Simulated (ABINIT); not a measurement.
Crystal: TiB2.

```
CELL_PARAMETERS angstrom
3.02920 0.00000 0.00000
-1.51460 2.62336 0.00000
0.00000 0.00000 3.22840
ATOMIC_POSITIONS crystal
Ti 0.00000 0.00000 0.00000
B 0.66667 0.33333 0.50000
B 0.33333 0.66667 0.50000
```

Base run:

| Quantity | Value |
| --- | --- |
| Program | ABINIT 10.8.3 (patched build) |
| Functional | PBE |
| Potentials or basis | JTH PAW PBE v2.0 |
| Cutoff | 408 eV |
| k mesh | 10 × 10 × 8 |
| Occupations | fermi-dirac, width 0.05 eV |
| Spin | no spin polarisation |

Its results: band gap on the k mesh none (metal or under the smearing width); pressure 0.8 GPa.

**Question.** The run is repeated on the same cell with these changes: functional from PBE to BP86. What comes out?

**Answer.** Band gap on the k mesh none (metal or under the smearing width); pressure 1.9 GPa.

Caveats: the PAW data sets were made with another functional, which shifts forces and pressure a little (some runs).

Not every run made on this cell is shown here.
